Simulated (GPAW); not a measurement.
**Quasiparticle gap of KCl (Sylvite) in GPAW**

Aim: the G0W0 gap of KCl (Sylvite) on PBE, step by step.

Program: GPAW 26.7.0. Level of theory: PBE and many-body steps on it, plane waves. Results are calculated unless marked as measured.

Report form: the programs' logs are mostly left out.

## 1. The structure

Symmetry: Fm-3m, No. 225, cubic system. Conventional cell: a = 6.293 Å, b = 6.293 Å, c = 6.293 Å, α = 90.00°, β = 90.00°, γ = 90.00°. K has 6 Cl at 3.15 Å nearest. Nearest to Cl lie 6 K at 3.15 Å. Farther neighbours and most contacts between anions are not listed.

As a file:

```
K Cl
1.0
     0.00000    3.14647    3.14647
     3.14647    0.00000    3.14647
     3.14647    3.14647    0.00000
K Cl
1 1
Direct
  0.00000 0.00000 0.00000
  0.50000 0.50000 0.50000
```

The cell and positions come from the Crystallography Open Database and are kept as given unless a step says otherwise.

## 2. Ground state

This step: GPAW 26.7.0; DFT, PBE, plane waves, PAW.

The ground-state density comes first.

run.py reads:

```python
import json
import numpy as np
from gpaw.mpi import world
from ase import Atoms
from gpaw import GPAW, PW, FermiDirac

atoms = Atoms(['K', 'Cl'],
    cell=[[0.0000000000, 3.1464700000, 3.1464700000],
      [3.1464700000, 0.0000000000, 3.1464700000],
      [3.1464700000, 3.1464700000, 0.0000000000]],
    scaled_positions=[[0.0000000000, 0.0000000000, 0.0000000000],
      [0.5000000000, 0.5000000000, 0.5000000000]],
    pbc=(True, True, True))
calc = GPAW(mode=PW(450),
    xc='PBE',
    kpts={'size': (6, 6, 6), 'gamma': True},
    occupations=FermiDirac(0.001),
    nbands=-7,
    convergence={'density': 1e-6, 'bands': -3},
    maxiter=100,
    txt='gs.txt')
atoms.calc = calc
res = {'energy': atoms.get_potential_energy()}
kpts = calc.get_ibz_k_points()
res['kpts'] = kpts
res['eigenvalues'] = [calc.get_eigenvalues(kpt=k) for k in range(len(kpts))]
res['n_electrons'] = calc.get_number_of_electrons()
calc.write('gs.gpw')

if world.rank == 0:
    with open('result.json', 'w') as f:
        json.dump(res, f, default=lambda x: x.tolist())
```

Started as:

```bash
$ mpirun -n 4 gpaw python run.py
```

It took 7.2 s on 4 MPI ranks of Arm Neoverse V1, shared host; peak memory 0.62 GiB.

Numbers from this step:

* total energy: -6.935 eV
* gap: 5.194 eV
* k of the valence top: 0, 0, 0
* k of the conduction bottom: 0, 0, 0
* least direct gap: 5.194 eV

The gap is direct, at Γ.

## 3. Bands along the symmetry lines

Levels along a band path, at the cheap level, show where the edges lie and whether the meshes to come will hold them.

run.py reads:

```python
import json
import numpy as np
from gpaw.mpi import world
from gpaw import GPAW

path = [[0.000000, 0.000000, 0.000000],
    [0.062500, 0.000000, 0.062500],
    [0.125000, 0.000000, 0.125000],
    [0.187500, 0.000000, 0.187500],
    [0.250000, 0.000000, 0.250000],
    [0.312500, 0.000000, 0.312500],
    [0.375000, 0.000000, 0.375000],
    [0.437500, 0.000000, 0.437500],
    [0.500000, 0.000000, 0.500000],
    [0.515625, 0.031250, 0.515625],
    [0.531250, 0.062500, 0.531250],
    [0.546875, 0.093750, 0.546875],
    [0.562500, 0.125000, 0.562500],
    [0.578125, 0.156250, 0.578125],
    [0.593750, 0.187500, 0.593750],
    [0.609375, 0.218750, 0.609375],
    [0.625000, 0.250000, 0.625000],
    [0.375000, 0.375000, 0.750000],
    [0.328125, 0.328125, 0.656250],
    [0.281250, 0.281250, 0.562500],
    [0.234375, 0.234375, 0.468750],
    [0.187500, 0.187500, 0.375000],
    [0.140625, 0.140625, 0.281250],
    [0.093750, 0.093750, 0.187500],
    [0.046875, 0.046875, 0.093750],
    [0.000000, 0.000000, 0.000000],
    [0.062500, 0.062500, 0.062500],
    [0.125000, 0.125000, 0.125000],
    [0.187500, 0.187500, 0.187500],
    [0.250000, 0.250000, 0.250000],
    [0.312500, 0.312500, 0.312500],
    [0.375000, 0.375000, 0.375000],
    [0.437500, 0.437500, 0.437500],
    [0.500000, 0.500000, 0.500000],
    [0.500000, 0.468750, 0.531250],
    [0.500000, 0.437500, 0.562500],
    [0.500000, 0.406250, 0.593750],
    [0.500000, 0.375000, 0.625000],
    [0.500000, 0.343750, 0.656250],
    [0.500000, 0.312500, 0.687500],
    [0.500000, 0.281250, 0.718750],
    [0.500000, 0.250000, 0.750000],
    [0.500000, 0.218750, 0.718750],
    [0.500000, 0.187500, 0.687500],
    [0.500000, 0.156250, 0.656250],
    [0.500000, 0.125000, 0.625000],
    [0.500000, 0.093750, 0.593750],
    [0.500000, 0.062500, 0.562500],
    [0.500000, 0.031250, 0.531250],
    [0.500000, 0.000000, 0.500000]]
calc = GPAW('gs.gpw').fixed_density(kpts=path,
    symmetry='off',
    nbands=18,
    convergence={'bands': 14},
    txt='bands.txt')
res = {}
kpts = calc.get_ibz_k_points()
res['kpts'] = kpts
res['eigenvalues'] = [calc.get_eigenvalues(kpt=k) for k in range(len(kpts))]
res['n_electrons'] = calc.get_number_of_electrons()

if world.rank == 0:
    with open('result.json', 'w') as f:
        json.dump(res, f, default=lambda x: x.tolist())
```

Started as:

```bash
$ mpirun -n 4 gpaw python run.py
```

Run time: 9.6 s. Hardware: 4 MPI ranks; peak memory 0.66 GiB; 38 s of CPU time.

This step gave:

```yaml
gap: 5.194 eV
k_of_the_valence_top: 0, 0, 0
k_of_the_conduction_bottom: 0, 0, 0
least_direct_gap: 5.194 eV
```

The gap is 5.194 eV, as in the run before at this level.

The electronic bands at the labelled points (eV, zero at the top of the highest filled band; v1 is the highest filled band, c1 the lowest empty one):

| point | v4 | v3 | v2 | v1 | c1 | c2 | c3 | c4 |
| --- | --- | --- | --- | --- | --- | --- | --- | --- |
| Γ | -10.66 | 0.00 | 0.00 | 0.00 | 5.19 | 8.36 | 8.36 | 8.36 |
| halfway | -10.59 | -0.63 | -0.13 | -0.13 | 6.65 | 7.24 | 9.64 | 9.82 |
| X | -10.72 | -0.66 | -0.22 | -0.22 | 6.53 | 8.34 | 10.06 | 10.16 |
| halfway | -10.68 | -0.63 | -0.32 | -0.24 | 6.74 | 8.60 | 9.70 | 10.33 |
| U | -10.61 | -0.56 | -0.55 | -0.29 | 7.27 | 9.06 | 9.30 | 10.05 |
| jump to K | -10.61 | -0.56 | -0.55 | -0.29 | 7.27 | 9.06 | 9.30 | 10.05 |
| halfway | -10.51 | -0.69 | -0.24 | -0.20 | 6.89 | 7.97 | 9.18 | 9.84 |
| Γ | -10.66 | 0.00 | 0.00 | 0.00 | 5.19 | 8.36 | 8.36 | 8.36 |
| halfway | -10.54 | -0.58 | -0.17 | -0.17 | 6.45 | 8.15 | 9.10 | 9.10 |
| L | -10.42 | -1.05 | -0.32 | -0.32 | 7.58 | 8.60 | 10.47 | 10.47 |
| halfway | -10.51 | -0.84 | -0.40 | -0.33 | 7.84 | 8.34 | 10.04 | 10.12 |
| W | -10.57 | -0.48 | -0.47 | -0.47 | 8.03 | 8.03 | 9.44 | 9.84 |
| halfway | -10.64 | -0.61 | -0.36 | -0.31 | 6.95 | 8.80 | 9.33 | 10.30 |
| X | -10.72 | -0.66 | -0.22 | -0.22 | 6.53 | 8.34 | 10.06 | 10.16 |

## 4. Empty states on the mesh, 4×4×4 mesh, 410 bands

The sums over transitions need many empty states on a uniform mesh; this step solves for them.

run.py reads:

```python
import json
import numpy as np
from gpaw.mpi import world
from gpaw import GPAW

calc = GPAW('gs.gpw').fixed_density(kpts={'size': (4, 4, 4), 'gamma': True},
    parallel={'domain': 1, 'band': 1},
    txt='nscf.txt')
calc.diagonalize_full_hamiltonian(nbands=410)
calc.write('full.gpw', mode='all')
res = {}
kpts = calc.get_ibz_k_points()
res['kpts'] = kpts
res['eigenvalues'] = [calc.get_eigenvalues(kpt=k) for k in range(len(kpts))]
res['n_electrons'] = calc.get_number_of_electrons()

if world.rank == 0:
    with open('result.json', 'w') as f:
        json.dump(res, f, default=lambda x: x.tolist())
```

Started as:

```bash
$ mpirun -n 4 gpaw python run.py
```

Run time: 11 s. Hardware: 4 MPI ranks; peak memory 1.2 GiB; 45 s of CPU time.

Numbers from this step:

```
gap                                                           : 5.194 eV
k of the valence top                                          : 0, 0, 0
k of the conduction bottom                                    : 0, 0, 0
least direct gap                                              : 5.194 eV
k points computed                                             : 8
lowest point of the top converged band, above the valence top : 194.0742 eV
```

On this mesh the gap is 5.194 eV.

## 5. Screening and self-energy, 4×4×4 mesh, 185 bands, screening to 120 eV

Now the one-shot GW correction: screening in the RPA, then the self-energy of the levels asked for.

This step: G0W0 on PBE, plane waves, PAW.

run.py reads:

```python
import json
import numpy as np
from gpaw.mpi import world
from gpaw.response.g0w0 import G0W0

gw = G0W0('full.gpw',
    filename='gw',
    kpts=[0],
    bands=(6, 10),
    ecut=120,
    nbands=185,
    integrate_gamma='WS',
    ppa=True)
gw.calculate()
res = {mode: {k: v for k, v in r.items() if k != 'sigma_eskwn'}
       for mode, r in gw.all_results.items()}

if world.rank == 0:
    with open('result.json', 'w') as f:
        json.dump(res, f, default=lambda x: x.tolist())
```

Started as:

```bash
$ mpirun -n 4 gpaw python run.py
```

The job ended after 41 s (4 MPI ranks; peak memory 1.2 GiB; 2.7 min of CPU time).

This step gave:

```
G0W0 gap on the points computed              : 7.936 eV
least direct G0W0 gap on the computed points : 7.936 eV
Z at the valence top                         : 0.8175
Z at the conduction bottom                   : 0.8791
starting gap on the mesh                     : 5.194 eV
k of the valence top                         : 0, 0, 0
k of the conduction bottom                   : 0, 0, 0
```

The gap on the mesh goes from 5.19 eV to 7.94 eV, a correction of +2.74 eV.

Limits: finite bands, cutoff and mesh. v1 is the top filled band, c1 the lowest empty one. Levels before and after the correction, in eV, zero at the valence-band top of each column:

|  | conduction bottom | valence top |
| --- | --- | --- |
| Kohn-Sham | 5.19 | 0.00 |
| G0W0 | 7.94 | 0.00 |

|  | level | energy (eV) |
| --- | --- | --- |
| Kohn-Sham | Γ v2-v1 | 0.000 |
| Kohn-Sham | Γ c1 | 5.194 |
| Kohn-Sham | Γ c2 | 8.359 |
| G0W0 | Γ v2-v1 | 0.000 |
| G0W0 | Γ c1 | 7.936 |
| G0W0 | Γ c2 | 12.088 |

## 6. Where the time went

Times are wall times on 4 MPI ranks of Arm Neoverse V1, shared host, good to a factor of about two.

| step | time | share | memory (GiB) |
| --- | --- | --- | --- |
| ground state | 7.2 s | 10 % | 0.62 |
| bands along the symmetry lines | 9.6 s | 14 % | 0.66 |
| empty states on the mesh | 11 s | 16 % | 1.2 |
| screening and self-energy | 41 s | 59 % | 1.2 |

## 7. Outcome

| Property | Result |
| --- | --- |
| PBE gap | 5.19 eV, direct |
| G0W0 gap on the mesh | 7.94 eV |
| GW settings | 4×4×4 mesh, 185 bands, screening to 120 eV, Godby-Needs plasmon pole |
| known limits | not at the basis limit |

**Reading.** G0W0 moves the gap on the mesh from 5.19 eV to 7.94 eV (+2.74 eV), with Z of 0.82 and 0.88 at the edges. Only 1 of the mesh's irreducible points was corrected, so a valley elsewhere could overtake. The dearest step here is «screening and self-energy». Bands and cutoff are finite, so the gap is not at the basis limit. The miss can reach some tenths of an eV and take either sign; the mesh is an error of its own. These stock PAW sets were not made for GW. In the G0W0 run levels were corrected at 1 k point alone, so a gap called «on the mesh» is the least over those, and an edge elsewhere would be missed.

[Paths, hosts, dates, memory and timing lines, banners, echoed tables and standing remarks are left out of the program output.]

[Logs are printed without paths, hosts, clocks, repeated set-up lines and the standing remarks that a program may print on its own settings, such as how far it seeks lower states.]

[Runs of the session that timed out or met a known fault of the program may be left out.]

[Hosts, paths, dates, database ids (printed as entryN), source tags and the programs' standing remarks are cut or masked in the printed files.]
